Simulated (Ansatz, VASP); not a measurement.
## One calculation of LiF, two programs

```
Li F
1.0
     0.02014    2.02407    2.02407
     2.02407    0.02014    2.02407
     2.02407    2.02407    0.02014
Li F
1 1
Cartesian
  0.0000 0.0000 0.0000
  2.0341 2.0341 2.0341
```

Change from the starting cell: equal xy, yz and zx shear strains of +1 %.

Alike in both runs: task single point; functional LDA; k mesh 10 × 10 × 10; occupations fermi-dirac, width 0.03 eV; no spin polarisation.

```csv
,VASP,Ansatz
version,VASP 6.6.1,Ansatz 0.2.0
potentials or method,"VASP PAW LDA potentials, release 64 (Li_sv, F), cutoff 520 eV","all-electron LAPW, scalar-relativistic"
```

Ansatz gave:

| Property | Result |
| --- | --- |
| gap on the k mesh at the Fermi level (eV) | 8.79 |

Task: What did VASP give for the same quantities?

Result: gap on the k mesh at the Fermi level (eV): 8.81.

Ansatz ran all-electron here, so the differences hold the error of VASP's frozen core and of both bases.

 A k mesh can miss the band edges.
